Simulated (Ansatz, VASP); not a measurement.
**Rb: VASP beside Ansatz**

INCAR

```
SYSTEM = Rb
  PREC = Accurate
  ENCUT = 520
  EDIFF = 1E-7
  ISMEAR = -1
  SIGMA = 0.05
  LREAL = .FALSE.
  LASPH = .TRUE.
  NELM = 80
  ALGO = Normal
  ISIF = 2
  LWAVE = .FALSE.
  LCHARG = .FALSE.
  GGA = PE
  NBANDS = 16
```

File KPOINTS:

```
regular mesh
0
G
  8 8 8
  0 0 0
```

File POSCAR:

```
Rb
1.0
   -2.3789880000      2.3789880000      8.4886690000
    2.3789880000     -2.3789880000      8.4886690000
    2.3789880000      2.3789880000     -8.4886690000
Rb
2
Direct
    0.5002020000      0.5113490000      0.0102530000
    0.2509620000      0.7575890000      0.5008990000
```

File input.yaml:

```yaml
crystal:
  lattice:
    - [-2.378988, 2.378988, 8.488669]
    - [2.378988, -2.378988, 8.488669]
    - [2.378988, 2.378988, -8.488669]
  atoms:
    - { symbol: Rb, position: [0.500202, 0.511349, 0.010253] }
    - { symbol: Rb, position: [0.250962, 0.757589, 0.500899] }
hamiltonian:
  xc: pbe
  pseudopotentials: { kind: paw }
kpoints:
  mp_grid: { grid: [8, 8, 8] }
scf:
  occupations: { method: fermi_dirac, width: 0.05 }
output:
  forces: true
  stress: true
  eigenvalues: true
```

Change from the starting cell: atoms moved at random, drawn with an rms of 0.05 Å.

Alike in both runs: task single point; functional PBE; k mesh 8 × 8 × 8; occupations fermi-dirac, width 0.05 eV; no spin polarisation.

```csv
,VASP,Ansatz
version,VASP 6.6.1,Ansatz 0.2.0
potentials or method,"VASP PAW PBE potentials, release 64 (Rb_sv)",Ansatz PAW
plane-wave cutoff (eV),520,420
valence electrons in the cell,18,18
```

```csv
,VASP,Ansatz,Ansatz less VASP
gap on the k mesh at the Fermi level (eV),none,none,-
pressure (GPa),0.0,0.0,0.00
rms of the force components (eV/Å),0.012,0.012,-0.0001
```

Atom by atom the forces differ by 0.000 eV/Å (rms over components). A gap of «none» marks a metal or a gap that the smearing closes.
